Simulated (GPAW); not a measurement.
# MnS (F-43m) in GPAW: further runs, part 2 of 2

GPAW 26.7.0.

### Step 3. Band structure, LDA, collinear spin, ferromagnetic start

run.py reads:

```python
from ase.dft.bandgap import bandgap
from ase.io import write
from ase.spacegroup import crystal
from ase.units import GPa
from gpaw import GPAW, PW, setup_paths

setup_paths.insert(0, '.')

# Mn 4a
# S 4c
atoms = crystal(['Mn', 'S'],
                basis=[[0.0, 0.0, 0.0],
                       [0.25, 0.25, 0.25]],
                spacegroup=216, setting=1,  # F-43m
                cellpar=[4.94692684, 4.94692684, 4.94692684, 90.0, 90.0, 90.0],
                primitive_cell=True)
atoms.set_initial_magnetic_moments([4.0, 0.0])

calc = GPAW(mode=PW(600),
            xc='LDA',
            kpts={'size': (8, 8, 8), 'gamma': True},
            occupations={'name': 'fermi-dirac', 'width': 0.05},
            nbands=21,
            convergence={'density': 1e-05, 'energy': 1e-05},
            maxiter=150,
            txt='gpaw.txt')
atoms.calc = calc
energy = atoms.get_potential_energy()
forces = atoms.get_forces()
stress = atoms.get_stress()
calc.write('gs.gpw')
write('result.traj', atoms)
print(f'Energy: {energy:.6f} eV')
print('Forces (eV/A):')
print(forces.round(4))
print('Stress (GPa):', (stress / GPa).round(3))
print('Moments:', calc.get_magnetic_moments().round(3))
print('Fermi level:', round(calc.get_fermi_level(), 4), 'eV')
print(f'Gap: {bandgap(calc)[0]:.4f} eV, direct: {bandgap(calc, direct=True)[0]:.4f} eV')

path = atoms.cell.bandpath('GXWKGLUWLK,UX', npoints=100, eps=1e-4)
bs_calc = calc.fixed_density(kpts=path, symmetry='off', nbands=32,
                             convergence={'bands': 'CBM+6.0', 'eigenstates': 1e-6}, txt='bands.txt')
bs = bs_calc.band_structure()
bs.write('bs.json')
print(f'Gap on the path: {bandgap(bs_calc)[0]:.4f} eV')
```

Potentials or basis: PAW data sets generated in the run's folder for this functional, pw.

Started as:

```
> gpaw-setup -f LDA Mn S
> OMP_NUM_THREADS=1 python run.py
```

gpaw.txt:

```text
__  _  _
 | _ |_)|_||  |
 |__||  | ||/\| - 26.7.0

Input parameters:
  mode=PW(ecut=600.0),
  convergence={'density': 1e-05, 'energy': 1e-05},
  kpts=MonkhorstPack(size=(8, 8, 8), gamma=True),
  maxiter=150,
  nbands=21,
  occupations=Occupations(name='fermi-dirac', width=0.05),
  xc=XC(name='LDA')

Diagonalizing LCAO Hamiltonian
Converting LCAO to pw mode

           S

       Mn

Atoms  # Å, Bohr magnetons
|   | symbol |        x |        y |        z |    initial magnetic moments |
|---|--------|----------|----------|----------|-----------------------------|
| 0 |     Mn | 0.000000 | 0.000000 | 0.000000 | ( 0.0000,  0.0000,  4.0000) |
| 1 |      S | 1.236732 | 1.236732 | 1.236732 | ( 0.0000,  0.0000,  0.0000) |

Unit cell  # Å
| periodic |        x |        y |        z |  lengths |    angles |
|----------|----------|----------|----------|----------|-----------|
|      yes | 0.000000 | 2.473463 | 2.473463 | 3.498006 | 60.000000 |
|      yes | 2.473463 | 0.000000 | 2.473463 | 3.498006 | 60.000000 |
|      yes | 2.473463 | 2.473463 | 0.000000 | 3.498006 | 60.000000 |

Number of symmetries: 24
Symmetry operations  # r_c * U_cc + t_c -> r_c
|    | kind |            matrix            |
|----|------|------------------------------|
|  0 |  E   |  1, 0, 0,  0, 1, 0,  0, 0, 1 |
|  1 |  σ   |  1, 0, 0,  0, 0, 1,  0, 1, 0 |
|  2 |  σ   |  1, 0,-1,  0, 1,-1,  0, 0,-1 |
|  3 |  C3  |  1, 0,-1,  0, 0,-1,  0, 1,-1 |
|  4 |  C3  |  1,-1, 0,  0,-1, 1,  0,-1, 0 |
|  5 |  σ   |  1,-1, 0,  0,-1, 0,  0,-1, 1 |
|  6 |  σ   |  0, 1, 0,  1, 0, 0,  0, 0, 1 |
|  7 |  C3  |  0, 1, 0,  0, 0, 1,  1, 0, 0 |
|  8 |  C2  |  0, 1,-1,  1, 0,-1,  0, 0,-1 |
|  9 |  S4  |  0, 1,-1,  0, 0,-1,  1, 0,-1 |
| 10 |  C3  |  0, 0, 1,  1, 0, 0,  0, 1, 0 |
| 11 |  σ   |  0, 0, 1,  0, 1, 0,  1, 0, 0 |
| 12 |  S4  |  0, 0,-1,  1, 0,-1,  0, 1,-1 |
| 13 |  C3  |  0, 0,-1,  0, 1,-1,  1, 0,-1 |
| 14 |  S4  |  0,-1, 1,  1,-1, 0,  0,-1, 0 |
| 15 |  C2  |  0,-1, 1,  0,-1, 0,  1,-1, 0 |
| 16 |  C3  |  0,-1, 0,  1,-1, 0,  0,-1, 1 |
| 17 |  S4  |  0,-1, 0,  0,-1, 1,  1,-1, 0 |
| 18 |  S4  | -1, 1, 0, -1, 0, 1, -1, 0, 0 |
| 19 |  C3  | -1, 1, 0, -1, 0, 0, -1, 0, 1 |
| 20 |  C3  | -1, 0, 1, -1, 1, 0, -1, 0, 0 |
| 21 |  S4  | -1, 0, 1, -1, 0, 0, -1, 1, 0 |
| 22 |  σ   | -1, 0, 0, -1, 1, 0, -1, 0, 1 |
| 23 |  C2  | -1, 0, 0, -1, 0, 1, -1, 1, 0 |

BZ-sampling:
  Number of BZ points: 512
  Number of IBZ points: 29

  Monkhorst-Pack size: [8, 8, 8]
  Monkhorst-Pack shift: [0.0625, 0.0625, 0.0625]

K-points  # in reciprocal-cell coordinates
|     |                                coordinates |     weight |
|-----|--------------------------------------------|------------|
|   0 | (  0.00000000,   0.00000000,   0.00000000) | 0.00195312 |
|   1 | (  0.12500000,   0.12500000,   0.00000000) | 0.01171875 |
|   2 | (  0.12500000,   0.12500000,   0.12500000) | 0.01562500 |
|   3 | (  0.25000000,   0.12500000,   0.12500000) | 0.02343750 |
|   4 | (  0.25000000,   0.25000000,   0.00000000) | 0.01171875 |
|   5 | (  0.25000000,   0.25000000,   0.12500000) | 0.04687500 |
|   6 | (  0.25000000,   0.25000000,   0.25000000) | 0.01562500 |
|   7 | (  0.37500000,   0.25000000,  -0.37500000) | 0.04687500 |
|   8 | (  0.37500000,   0.25000000,   0.12500000) | 0.04687500 |
|   9 | (  0.37500000,   0.25000000,   0.25000000) | 0.04687500 |
| ... |                                            |            |
|  28 | (  0.50000000,   0.50000000,   0.50000000) | 0.00781250 |

Plane wave coefficients: 1036
Cutoff: 600.0 eV

Spin-components: 2 (collinear spins)
Bands:           21
Projectors:      11
Spin-degeneracy: 1
Datatype:        complex128

Parallelization:
  kpt:    1
  domain: 1
  band:   1

Density:
  Valence electrons: 21.0
  Components: 2
  Grid points: [20 20 20]
  Charge: 0.0  # |e|

Potential:
  Grid points: [20 20 20]

species:
  Mn:
    name:    Manganese
    Z:       25.0
    valence: 15
    core:    10
    charge:  0.0  # [|e|]
    compensation charges:
      type: gauss
      rc: 0.38  # [Å]
      lmax: 2
    cutoffs:
      filter: 2.14  # [Å]
      core: 0.86  # [Å]
    projectors
    | kind |    occ | energy [eV] | rcut [Å] |
    |------|--------|-------------|----------|
    |   3s |  2.000 |     -85.387 |    1.275 |
    |   4s |  2.000 |      -5.282 |    1.275 |
    |   3p |  6.000 |     -54.493 |    1.281 |
    |   4p |  0.000 |      -1.471 |    1.281 |
    |   3d |  5.000 |      -7.009 |    1.138 |
    |    d |        |      20.203 |    1.138 |

    Using partial waves for Mn as LCAO basis

  S:
    name:    Sulfur
    Z:       16.0
    valence: 6
    core:    10
    charge:  0.0  # [|e|]
    compensation charges:
      type: gauss
      rc: 0.24  # [Å]
      lmax: 2
    cutoffs:
      filter: 1.77  # [Å]
      core: 1.66  # [Å]
    projectors
    | kind |    occ | energy [eV] | rcut [Å] |
    |------|--------|-------------|----------|
    |   3s |  2.000 |     -17.278 |    0.974 |
    |   3p |  4.000 |      -7.106 |    0.979 |
    |    s |        |       9.933 |    0.974 |
    |    p |        |      20.105 |    0.979 |
    |    d |        |       0.000 |    0.900 |

    Using partial waves for S as LCAO basis

Reference energy: -42280.055917  # eV

eigensolver:
  PPCG
  Converge bands: occupied
  niter=2

density mixing:
  MSR1-Mixer
  Pratt-step length: 0.05
  Maximum mixing coefficient: 0.75
  Old densities: 10
  SVD Regularization: 0.005
  Good broyden scale: 1.0
  Trust region scale: 1.0
  Backstep threshold: 4.0
  History deletion threshold: 6.0
  Fourier metric: weight=20.0, sigma=0.015

occupation numbers:
  Fermi-Dirac:
    width: 0.0500  # eV

poisson solver:
  ecut: 4800.0  # eV

xc functional:
  name: None

convergence criteria:
- Maximum integral of absolute [dens]ity change: 1e-05 electrons / valence electron
- Maximum [total energy] change in last 3 cyles: 1e-05 eV / valence electron
- Maximum integral of absolute [eigenst]ate change: 4e-08 eV^2 / valence electron
maximum number of iterations: 150

SCF iterations
|iter     | |      energy | eigst |  dens |  magmom |
|---------|-|-------------|-------|-------|---------|
|iter:   1| |  -15.795022 | +0.34 |       |  +4.0035|
|iter:   2| |  -15.779854 | -1.68 | -0.99 |  +3.9513|
|iter:   3| |  -16.067841 | -2.24 | -1.02 |  +3.1414|
|iter:   4| |  -16.016552 | -2.06 | -1.11 |  +2.5101|
|iter:   5| |  -16.100456 | -2.84 | -1.39 |  +1.9255|
|iter:   6| |  -16.206558 | -2.89 | -1.53 |  +1.1529|
|iter:   7| |  -16.309062 | -2.94 | -1.51 |  +0.1565|
|iter:   8| |  -16.279584 | -3.44 | -1.77 |  +0.7952|
|iter:   9| |  -16.309965 | -3.12 | -1.75 |  -0.0082|
|iter:  10| |  -16.308169 | -4.20 | -2.14 |  -0.0451|
|iter:  11| |  -16.309249 | -4.95 | -2.52 |  +0.0034|
|iter:  12| |  -16.309893 | -5.19 | -2.95 |  +0.0758|
|iter:  13| |  -16.310089 | -6.20 | -3.12 |  +0.0947|
|iter:  14| |  -16.310640 | -5.66 | -3.15 |  +0.1385|
|iter:  15| |  -16.311019 | -6.05 | -3.22 |  +0.1609|
|iter:  16| |  -16.311590 | -5.77 | -3.23 |  +0.1978|
|iter:  17| |  -16.311879 | -6.22 | -3.46 |  +0.2156|
|iter:  18| |  -16.312209 | -6.02 | -3.67 |  +0.2424|
|iter:  19| |  -16.312022 | -6.42 | -3.81 |  +0.2257|
|iter:  20| |  -16.312232c| -6.37 | -3.98 |  +0.2434|
|iter:  21| |  -16.312058c| -6.51 | -3.92 |  +0.2281|
|iter:  22| |  -16.312142c| -7.19 | -4.07 |  +0.2352|
|iter:  23| |  -16.312139c| -8.50c| -5.35c|  +0.2350|

Converged in 23 steps
Energy contributions relative to reference atoms: (reference = -42280.055917)

Energy contributions:
  Kinetic:           4.896724
  Coulomb:          -3.809262
  Zero:              0.205641
  External:          0.000000
  Xc:              -17.595828
  Entropy:          -0.018828
  Spinorbit:         0.000000
  ----------------------------
  Free energy:     -16.321553
  Extrapolated:    -16.312139

dipole moment: (-14.642537, -14.642537, -14.642537)  # |e|*Ang

Total magnetic moment: (0.000000, 0.000000, 0.234954)

Local magnetic moments
|        x |        y |         z |
|----------|----------|-----------|
| 0.000000 | 0.000000 |  0.220081 |  # Mn   0
| 0.000000 | 0.000000 | -0.003893 |  # S    1

Fermi level: 7.556
Eigenvalues  # (at kpt = [0.000, 0.000, 0.000])
| band index |      eig [eV] | occ [0-1] |      eig [eV] | occ [0-1] |
|------------|---------------|-----------|---------------|-----------|
|          0 |       -70.671 |     1.000 |       -70.447 |     1.000 |
|        ... |               |           |               |           |
|          2 |       -39.886 |     1.000 |       -39.669 |     1.000 |
|          3 |       -39.886 |     1.000 |       -39.669 |     1.000 |
|          4 |        -7.655 |     1.000 |        -7.641 |     1.000 |
|          5 |         2.843 |     1.000 |         2.906 |     1.000 |
|          6 |         2.843 |     1.000 |         2.906 |     1.000 |
|          7 |         2.843 |     1.000 |         2.906 |     1.000 |
[... 8 lines left out ...]
|         16 |        15.319 |     0.000 |        15.367 |     0.000 |
|         17 |        20.852 |     0.000 |        20.919 |     0.000 |
|        ... |               |           |               |           |
|         20 |        23.727 |     0.000 |        23.769 |     0.000 |

No gap
No difference between direct/indirect transitions

Forces  # eV/Ang
|       x |        y |        z |
|---------|----------|----------|
| 0.00000 | -0.00000 | -0.00000 |  # Mn   0
| 0.00000 | -0.00000 | -0.00000 |  # S    1

Stress tensor  # eV/Ang^3
|        x |        y |        z |
|----------|----------|----------|
| 0.045315 | 0.000000 | 0.000000 |
| 0.000000 | 0.045315 | 0.000000 |
| 0.000000 | 0.000000 | 0.045315 |

# Writing to gs.gpw (mode='')
```

Run time: 42 s. Hardware: 1 thread of AMD EPYC 9R14 (Zen 4), shared host; peak memory 0.32 GiB.

Results:

```
Free energy             : -16.3216 eV
Pressure                : -7.3 GPa
Band gap along the path : none (metal or under the smearing width)
Net moment              : 0.23 μB per cell
Site moments            : Mn +0.22; S -0.00 μB
```

Levels at the corners of the path, in eV from the Fermi level:
Spin up:
```csv
point,band 8,band 9,band 10,band 11,band 12,band 13,band 14
Γ,-4.71,-0.85,-0.85,3.67,3.73,3.73,3.73
X,-4.04,-1.82,-0.26,-0.18,0.18,0.18,5.57
W,-4.17,-1.91,-1.05,-0.19,0.42,1.30,7.12
K,-4.13,-1.80,-0.65,-0.40,0.71,1.00,6.06
Γ,-4.71,-0.85,-0.85,3.67,3.73,3.73,3.73
L,-4.42,-0.60,-0.60,-0.42,1.90,1.90,5.37
U,-4.13,-1.80,-0.65,-0.40,0.71,1.00,6.06
W,-4.17,-1.91,-1.05,-0.19,0.42,1.30,7.12
L,-4.42,-0.60,-0.60,-0.42,1.90,1.90,5.37
K,-4.13,-1.80,-0.65,-0.40,0.71,1.00,6.06
U,-4.13,-1.80,-0.65,-0.40,0.71,1.00,6.06
X,-4.04,-1.82,-0.26,-0.18,0.18,0.18,5.57
```
Spin down:
| point | band 8 | band 9 | band 10 | band 11 | band 12 | band 13 |
| --- | --- | --- | --- | --- | --- | --- |
| Γ | -4.65 | -0.64 | -0.64 | 3.69 | 3.83 | 3.83 |
| X | -4.00 | -1.72 | -0.08 | 0.06 | 0.31 | 0.31 |
| W | -4.15 | -1.79 | -0.89 | 0.04 | 0.57 | 1.49 |
| K | -4.08 | -1.68 | -0.46 | -0.24 | 0.89 | 1.17 |
| Γ | -4.65 | -0.64 | -0.64 | 3.69 | 3.83 | 3.83 |
| L | -4.36 | -0.39 | -0.39 | -0.28 | 2.01 | 2.01 |
| U | -4.08 | -1.68 | -0.46 | -0.24 | 0.89 | 1.17 |
| W | -4.15 | -1.79 | -0.89 | 0.04 | 0.57 | 1.49 |
| L | -4.36 | -0.39 | -0.39 | -0.28 | 2.01 | 2.01 |
| K | -4.08 | -1.68 | -0.46 | -0.24 | 0.89 | 1.17 |
| U | -4.08 | -1.68 | -0.46 | -0.24 | 0.89 | 1.17 |
| X | -4.00 | -1.72 | -0.08 | 0.06 | 0.31 | 0.31 |

Caveat: the moment fell far below its start of 4 μB, so a state of higher moment may lie lower in energy; semilocal functionals often make such compounds metallic where correlation or magnetic order opens a gap, which also shifts bond lengths.
